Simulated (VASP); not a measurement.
Input of a VASP 6.6.1 run:

Contents of POSCAR:

```
Cu2O
1.0
    4.2600000000      0.0000000000      0.0000000000
    0.0000000000      4.2600000000      0.0000000000
    0.0000000000      0.0000000000      4.2600000000
Cu O
4 2
Direct
    0.7500000000      0.2500000000      0.7500000000
    0.7500000000      0.7500000000      0.2500000000
    0.2500000000      0.7500000000      0.7500000000
    0.2500000000      0.2500000000      0.2500000000
    0.5000000000      0.5000000000      0.5000000000
    0.0000000000      0.0000000000      0.0000000000
```

File INCAR.step1:

```
PREC = Accurate
ENCUT = 520
EDIFF = 1E-5
ISMEAR = -1
SIGMA = 0.05
LREAL = False
LASPH = True
NELM = 100
ALGO = Normal
ISIF = 2
LWAVE = True
LCHARG = False
LMAXMIX = 4
NBANDS = 37
GGA = PE
```

INCAR.step2

```
PREC = Accurate
ENCUT = 520
EDIFF = 1E-6
ISMEAR = -1
SIGMA = 0.05
LREAL = False
LASPH = True
NELM = 100
ALGO = Normal
ISIF = 2
LWAVE = False
LCHARG = False
LMAXMIX = 4
METAGGA = MBJ
NBANDS = 37
ISTART = 1
```

File KPOINTS:

```
regular mesh
0
Gamma
  6 6 6
```

File KPOINTS_OPT:

```
path GXMGRX,MR
15
line-mode
reciprocal
 0.0000000000  0.0000000000  0.0000000000  G
 0.0000000000  0.5000000000  0.0000000000  X

 0.0000000000  0.5000000000  0.0000000000  X
 0.5000000000  0.5000000000  0.0000000000  M

 0.5000000000  0.5000000000  0.0000000000  M
 0.0000000000  0.0000000000  0.0000000000  G

 0.0000000000  0.0000000000  0.0000000000  G
 0.5000000000  0.5000000000  0.5000000000  R

 0.5000000000  0.5000000000  0.5000000000  R
 0.0000000000  0.5000000000  0.0000000000  X

 0.5000000000  0.5000000000  0.0000000000  M
 0.5000000000  0.5000000000  0.5000000000  R
```

Potentials or basis: VASP PAW PBE potentials, release 64 (Cu, O).

Command:

```sh
$ cat potpaw_PBE.64/Cu/POTCAR potpaw_PBE.64/O/POTCAR > POTCAR
$ cp INCAR.step1 INCAR
$ mpirun -np 1 vasp_std > vasp.out
$ cp INCAR.step2 INCAR
$ mpirun -np 1 vasp_std > vasp.out
```

Task: Predict the band gap on the k mesh.

Result: 0.80 eV, direct.

Task: Estimate the band gap along the path.

Result: 0.80 eV, direct.

Levels at the corners of the path, in eV from the valence-band top:
```
point  band 26  band 27  band 28  band 29  band 30  band 31
    Γ     0.00     0.00     0.00     0.80     1.82     1.82
    X    -1.47    -0.31    -0.31     2.47     2.47     4.74
    X    -1.47    -0.31    -0.31     2.47     2.47     4.74
    M    -1.48    -0.59    -0.59     2.36     2.36     4.13
    M    -1.48    -0.59    -0.59     2.36     2.36     4.13
    Γ     0.00     0.00     0.00     0.80     1.82     1.82
    Γ     0.00     0.00     0.00     0.80     1.82     1.82
    R    -0.56    -0.56    -0.56     2.89     2.89     2.89
    R    -0.56    -0.56    -0.56     2.89     2.89     2.89
    X    -1.47    -0.31    -0.31     2.47     2.47     4.74
    M    -1.48    -0.59    -0.59     2.36     2.36     4.13
    R    -0.56    -0.56    -0.56     2.89     2.89     2.89
```

**Experimental background.**

From “Importance of surface oxygen vacancies for ultrafast hot carrier relaxation and transport in Cu2O”, 2021, arxiv:2103.03167, for a bulk crystal of Cu2O: band gap 2.17 eV (direct).

Measured gap of Cu2O: 2.17 eV (direct; quoted in “Importance of surface oxygen vacancies for ultrafast hot carrier relaxation and transport in Cu2O”, 2021, arxiv:2103.03167). This calculation gives 0.80 eV (-1.37 eV). So large a miss can be the level of theory's own, or it may mean another phase, state or a wrong row. The value is that of TB-mBJ, without temperature or zero-point motion.
